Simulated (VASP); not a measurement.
# Cs (C2/m) in VASP: notebook

Runs on Cs. Level: PBEsol. Tasks: single point.

Program: VASP 6.6.1. These are calculated values, not measurements. Logs are shortened: lines on timing, memory, paths and dates and some standing lists are left out, and cuts for length are marked.

### 1 The structure

It takes space group C2/m (No. 12, monoclinic). Conventional cell: a = 6.038 Å, b = 8.676 Å, c = 5.110 Å, α = 90.00°, β = 120.26°, γ = 90.00°.

This isn't the form of Cs at room conditions, which is bcc.

### 2 Single point, PBEsol

INCAR reads:

```
ADDGRID = False
ALGO = Normal
EDIFF = 1E-6
ENCUT = 500
GGA = PS
ISIF = 2
ISMEAR = 1
LASPH = True
LCHARG = False
LREAL = False
LWAVE = False
NELM = 100
PREC = Accurate
SIGMA = 0.1
```

KPOINTS reads:

```
k-points
0
Gamma
  5 5 5
```

POSCAR reads:

```
Cs
1.0
    3.0190110000     -4.3381320000      0.0000000000
    3.0190110000      4.3381320000      0.0000000000
   -2.5749360000      0.0000000000      4.4138870000
Cs
1
Direct
    0.0000000000      0.0000000000      0.5000000000
```

Potentials or basis: VASP PAW PBE potentials, release 64 (Cs_sv).

On the command line:

```
$ cat potpaw_PBE.64/Cs_sv/POTCAR > POTCAR
$ mpirun -np 1 vasp_std > vasp.out
```

OUTCAR:

```text
EDIFF = 1E-6
   ENCUT = 500
   GGA = PS
   ISIF = 2
   ISMEAR = 1
   LASPH = True
   LREAL = False
   NELM = 100
   PREC = Accurate

 Found     39 irreducible k-points:

 Following reciprocal coordinates:
            Coordinates               Weight
  0.000000  0.000000  0.000000      1.000000
  0.200000  0.000000  0.000000      4.000000
  0.400000  0.000000 -0.000000      4.000000
  0.200000  0.200000  0.000000      2.000000
  0.400000  0.200000 -0.000000      4.000000
 -0.400000  0.200000  0.000000      4.000000
   k-points           NKPTS =     39   k-points in BZ     NKDIM =     39   number of bands    NBANDS=      8
   number of dos      NEDOS =    301   number of ions     NIONS =      1
   total plane-waves  NPLWV =  64000
   dimension x,y,z NGX =    40 NGY =   40 NGZ =   40
   dimension x,y,z NGXF=    80 NGYF=   80 NGZF=   80
   ions per type =               1
   NGX,Y,Z   is equivalent  to a cutoff of  12.58, 12.58, 13.01 a.u.
   NGXF,Y,Z  is equivalent  to a cutoff of  25.16, 25.16, 26.03 a.u.
 SYSTEM =  unknown system
   PREC   = accura    normal or accurate (medium, high low for compatibility)
   ISTART =      0    job   : 0-new  1-cont  2-samecut
   ICHARG =      2    charge: 1-file 2-atom 10-const
   ISPIN  =      1    spin polarized calculation?
   LNONCOLLINEAR =      F non collinear calculations
   LSORBIT =      F    spin-orbit coupling
   LASPH  =      T    aspherical Exc in radial PAW
   ENCUT  =  500.0 eV  36.75 Ry    6.06 a.u.   9.64  9.64  9.32*2*pi/ulx,y,z
   NELM   =    100;   NELMIN=  2; NELMDL= -5     # of ELM steps
   EDIFF  = 0.1E-05   stopping-criterion for ELM
   LREAL  =      F    real-space projection
   EDIFFG = 0.1E-04   stopping-criterion for IOM
   NSW    =      0    number of steps for IOM
   IBRION =     -1    ionic relax: 0-MD 1-quasi-New 2-CG
   NFREE  =      0    steps in history (QN), initial steepest desc. (CG)
   ISIF   =      2    stress and relaxation
   ISYM   =      2    0-nonsym 1-usesym 2-fastsym
   POTIM  = 0.5000    time-step for ionic-motion
   TEBEG  =    0.0;   TEEND  =   0.0 temperature during run
   PSTRESS=    0.0 pullay stress
   NELECT =       9.0000    total number of electrons
   NUPDOWN=      -1.0000    fix difference up-down
   EMIN   =  10.00;   EMAX   =-10.00  energy-range for DOS
   EFERMI =   0.00;   METHOD = LEGACY
   ISMEAR =     1;   SIGMA  =   0.10  broadening in eV -4-tet -1-fermi 0-gaus
   EFERMI_NEDOS =   21; number of points for ismear=-14 and -15
   IALGO  =     38    algorithm
   IMIX   =      4    mixing-type and parameters
     AMIX     =   0.40;   BMIX     =  1.00
     AMIX_MAG =   1.60;   BMIX_MAG =  1.00
  volume/ion in A,a.u.               =     115.62       780.22
  Fermi-wavevector in a.u.,A,eV,Ry     =   0.699009  1.320936  6.647992  0.488614
  Thomas-Fermi vector in A             =   1.782770
   LORBIT       =      0    0 simple, 1 ext, 2 COOP (PROOUT), +10 PAW based schemes
   GGA     = PS    functional components
   LHFCALC =     F    Hartree Fock is set to
   AEXX    =    0.0000 exact exchange contribution
   IVDW    =     0    specifies the selected vdW correction
   LEPSILON=     F    determine dielectric tensor
   LRPA    =     F    only Hartree local field effects (RPA)
 non-spin polarized calculation
 Methfessel and Paxton  Order N= 1 SIGMA  =   0.10
  energy-cutoff  :      500.00
  volume of cell :      115.62
 maximum number of plane-waves:      2953
   NGX = 19   NGY = 19   NGZ = 19

 number of electron       9.0000000 magnetization

 Free energy of the ion-electron system (eV)
  ---------------------------------------------------
  ext. energy  EPLUGINS =         0.00000000
  ---------------------------------------------------
  free energy    TOTEN  =        -0.93905456 eV

  energy without entropy =       -0.93665747  energy(sigma->0) =       -0.93825553

 E-fermi :   0.4193     XC(G=0):  -5.4625

 val. band max:        0.4155256369   @ k =  -0.2000   0.2000   0.4000
 cond. band min:       0.4397763274   @ k =  -0.4000   0.4000   0.2000
 fundamental gap:      0.0242506905
 Fermi energy:         0.4192985927

 k-point     1 :       0.0000    0.0000    0.0000
  band No.  band energies     occupation
      1     -23.4983      2.00000
      2     -10.2247      2.00000
      3     -10.2166      2.00000
      4     -10.2083      2.00000
      5      -1.3156      2.00000
      6       2.6123      0.00000
      7       2.7689      0.00000
      8       3.0697      0.00000

 k-point     2 :       0.2000    0.0000    0.0000
  band No.  band energies     occupation
      1     -23.4965      2.00000
      2     -10.2650      2.00000
      3     -10.2293      2.00000
      4     -10.2105      2.00000
      5      -0.9169      2.00000
      6       2.2204     -0.00000
      7       2.3597     -0.00000
      8       3.3657      0.00000

 k-point     3 :       0.4000    0.0000   -0.0000
  band No.  band energies     occupation
      1     -23.4936      2.00000
      2     -10.3335      2.00000
      3     -10.2459      2.00000
      4     -10.2124      2.00000
      5       0.0264      2.00000
      6       1.3468     -0.00000
      7       2.0082     -0.00000
      8       3.8366      0.00000

 k-point     4 :       0.2000    0.2000    0.0000
  band No.  band energies     occupation
      1     -23.4944      2.00000
      2     -10.2956      2.00000
      3     -10.2590      2.00000
      4     -10.2184      2.00000
      5      -0.2308      2.00000
      6       1.7018     -0.00000
      7       1.9529     -0.00000
      8       3.6735      0.00000

 k-point     5 :       0.4000    0.2000   -0.0000
  band No.  band energies     occupation
      1     -23.4924      2.00000
      2     -10.3300      2.00000
      3     -10.2744      2.00000
      4     -10.2196      2.00000
      5       0.6577     -0.00383
      6       1.1150     -0.00000
      7       1.7237     -0.00000
      8       3.5506      0.00000

 k-point     6 :      -0.4000    0.2000    0.0000
  band No.  band energies     occupation
      1     -23.4934      2.00000
      2     -10.3200      2.00000
      3     -10.2535      2.00000
      4     -10.2151      2.00000
      5      -0.1689      2.00000
      6       1.6687     -0.00000
      7       2.0241     -0.00000
      8       3.6638      0.00000

 [... further k-points ...]
[... 5 lines left out ...]
  --------------------------------------------------------------------------------------
  -------------------------------------------------------------------------------------
  Total       -0.1489269     -0.0575176     -0.0688168      0.0000000      0.0000000     -0.1184992
  in kB       -2.0637876     -0.7970627     -0.9536446      0.0000000      0.0000000     -1.6421299
  external PRESSURE =      -1.2714983 kB  Pullay stress =       0.0000000 kB

 VOLUME and BASIS-vectors are now :
 -----------------------------------------------------------------------------
  energy-cutoff  :      500.00
  volume of cell :      115.62
      direct lattice vectors                 reciprocal lattice vectors
     3.019011000 -4.338132000  0.000000000     0.165617151 -0.115256982  0.096616330
     3.019011000  4.338132000  0.000000000     0.165617151  0.115256982  0.096616330
    -2.574936000  0.000000000  4.413887000     0.000000000  0.000000000  0.226557680

 POSITION                                       TOTAL-FORCE (eV/Angst)
 -----------------------------------------------------------------------------------
     -1.28747      0.00000      2.20694         0.000000      0.000000      0.000000
 -----------------------------------------------------------------------------------
    total drift:                               -0.000000     -0.000000      0.000000

  FREE ENERGIE OF THE ION-ELECTRON SYSTEM (eV)
  ---------------------------------------------------
  free  energy   TOTEN  =        -0.9390545626 eV

  energy  without entropy=       -0.9366574677  energy(sigma->0) =       -0.93825553
```

Run time: 20 s. Hardware: 1 thread of Intel Xeon Platinum 8488C (Sapphire Rapids), shared host; peak memory 0.23 GiB.

These settings aren't checked as converged: the numbers below hold their error.

Results:

```
Free energy            : -0.9391 eV
Pressure               : -0.1 GPa
Band gap on the k mesh : none (metal or under the smearing width)
```

Caveat: the PAW data sets were made with another functional, which shifts forces and pressure a little.

### 3 Single point, PBEsol

INCAR is that of step 2.

KPOINTS is that of step 2.

POSCAR reads:

```
Cs
1.0
    3.0286440000     -4.4025590000     -0.0553060000
    2.9811710000      4.3695220000      0.0984760000
   -2.5313490000      0.0923220000      4.3694900000
Cs
1
Direct
   -0.0054440000      0.0010830000      0.4979030000
```

Potentials or basis: VASP PAW PBE potentials, release 64 (Cs_sv).

On the command line:

```
$ cat potpaw_PBE.64/Cs_sv/POTCAR > POTCAR
$ mpirun -np 1 vasp_std > vasp.out
```

Run time: 26 s. Hardware: 1 thread of Intel Xeon Platinum 8488C (Sapphire Rapids), shared host; peak memory 0.25 GiB.

The run converged, but some of its settings lie outside the range that counts as converged, so its numbers aren't taken as properties of the crystal.

What came out:

- Free energy: -0.9383 eV
- Pressure: -0.1 GPa
- Band gap on the k mesh: none (metal or under the smearing width)

Caveat: the PAW data sets were made with another functional, which shifts forces and pressure a little.

(Part 1 of 2 ends here.)
